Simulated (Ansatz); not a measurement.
NiO:

```xyz
2
Lattice="0.0000 2.0913 2.0913 2.0913 0.0000 2.0913 2.0913 2.0913 0.0000" Properties=species:S:1:pos:R:3 pbc="T T T"
Ni    0.0000    0.0000    0.0000
O     2.0913    2.0913    2.0913
```

Program: Ansatz 0.2.0. Alike in all runs: potentials or basis Ansatz PAW; cell as given.

Question: Order these runs on this cell by their band gap on the k mesh, lowest first.
A. level PBE+U; spin collinear, ferromagnetic start; U Ni d U = 4 eV; k mesh 11 × 11 × 11; cutoff (eV) 420; smearing fermi-dirac 0.05 eV; hubbard projectors ortho-atomic (the default); double counting fll (the default); points for each segment of the path 14; mesh quality not flagged
B. level r2SCAN0; spin collinear, ferromagnetic start; k mesh 6 × 6 × 6; cutoff (eV) 500; smearing fermi-dirac 0.05 eV; mesh quality coarse
C. level LDA+U; spin collinear, program default start; U Ni d U = 8 eV; k mesh 8 × 8 × 8; cutoff (eV) 420; smearing gaussian 0.05 eV; hubbard projectors ortho-atomic (the default); double counting fll (the default); mesh quality not flagged
D. level PBE+U; spin collinear, ferromagnetic start; U Ni d U = 6 eV; k mesh 11 × 11 × 11; cutoff (eV) 420; smearing fermi-dirac 0.05 eV; hubbard projectors ortho-atomic (the default); double counting fll (the default); points for each segment of the path 14; mesh quality not flagged
E. level PBEsol; spin collinear, ferromagnetic start; k mesh 6 × 6 × 6; cutoff (eV) 420; smearing fermi-dirac 0.05 eV; mesh quality coarse

Answer: E (metal), A (1.27 eV), D (2.18 eV), C (2.35 eV), B (4.84 eV).

Caveats: some runs use coarse meshes; a cell with one magnetic atom can't hold antiferromagnetic order, which such compounds often take; the magnetic or orbital state may not be the lowest (some runs); the density of states is complete only up to the lowest level of the last band computed (some runs); semilocal functionals often make such compounds metallic where correlation or magnetic order opens a gap, which also shifts bond lengths (some runs).

A k mesh can miss the band edges.

Not every run made on this cell is shown here.
